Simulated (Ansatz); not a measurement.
**As: all-electron results**

```
As
1.0
    -1.68398    1.68398    1.68398
     1.68398   -1.68398    1.68398
     1.68398    1.68398   -1.68398
As
1
Cartesian
  0.0000 0.0000 0.0000
```

The cell was built from the bcc type and relaxed in the same program, and has space group Im-3m; it needn't be a known or the stable phase.

Computed with Ansatz 0.2.0, DFT, PBE, all-electron LAPW, scalar-relativistic.

Numerical set-up: a Γ-centred 16×16×16 k mesh, Fermi–Dirac smearing of 0.05 eV, basis error target 0.25 meV/atom, no spin polarisation.

```json
{"Volume per atom": "19.10 Å³", "Pressure at this cell": "0.01 GPa"}
```

(1) Predict this quantity. Density of states at the Fermi level (0.2 eV bin).

(2) Give the computed value. Band gap.

Answers

(1) 0.55 states/eV per cell.

(2) none: with an odd electron count and no spin polarisation the bands can't all be full, a metal in this set-up (spin order or a larger cell could open a gap).
